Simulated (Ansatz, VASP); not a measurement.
**One calculation of CaO, two programs**

INCAR

```
PREC = Accurate ; ENCUT = 520
EDIFF = 1E-6 ; ISMEAR = 0
SIGMA = 0.01 ; LREAL = F
LASPH = T ; NELM = 60
ALGO = Normal ; ISIF = 2
LWAVE = F ; LCHARG = T
GGA = CA ; LELF = T
LVHAR = T ; NBANDS = 15
```

The input KPOINTS:

```
Automatic mesh
0
Gamma
  8 8 8
```

POSCAR

```
CaO
1.0
    0.0000000000      2.6067317390      2.6067317390
    2.6067317390      0.0000000000      2.6067317390
    2.6067317390      2.6067317390      0.0000000000
Ca O
1 1
Direct
    0.0000000000      0.0000000000      0.0000000000
    0.2500000000      0.2500000000      0.2500000000
```

Input for Ansatz:

```yaml
crystal:
  lattice:
    - [0.0, 2.606731739, 2.606731739]
    - [2.606731739, 0.0, 2.606731739]
    - [2.606731739, 2.606731739, 0.0]
  atoms:
    - { symbol: Ca, position: [0.0, 0.0, 0.0] }
    - { symbol: O, position: [0.25, 0.25, 0.25] }
kpoints:
  mp_grid: { grid: [8, 8, 8] }
  band_path:
    path:
      - [0.0, 0.0, 0.0]
      - [-0.5, -0.5, 0.0]
      - [-0.375, -0.375, 0.25]
      - [-0.375, 0.0, 0.375]
      - [0.0, 0.0, 0.5]
      - [-0.5, -0.25, 0.25]
      - [0.25, -0.5, -0.25]
    npoints: 1
hamiltonian:
  xc: lda
scf:
  occupations: { method: fixed }
  n_extra_bands: 4
output:
  forces: true
  stress: true
  eigenvalues: true
```

Alike in both runs: task single point; functional LDA; k mesh 8 × 8 × 8; no spin polarisation.

|  | VASP | Ansatz |
| --- | --- | --- |
| version | VASP 6.6.1 | Ansatz 0.2.0 |
| potentials or method | VASP PAW LDA potentials, release 64 (Ca_sv, O) | plane waves, PAW |
| plane-wave cutoff (eV) | 520 | 420 |
| occupations | gaussian, width 0.01 eV | fixed |
| valence electrons in the cell | 16 | 16 |

```tsv
	VASP	Ansatz	Ansatz less VASP
gap on the k mesh at the Fermi level (eV)	3.14	3.14	+0.002
pressure (GPa)	-3.9	-4.5	-0.59
```

A k mesh can miss the band edges. LDA gaps usually lie below the measured ones, often by a third to a half.
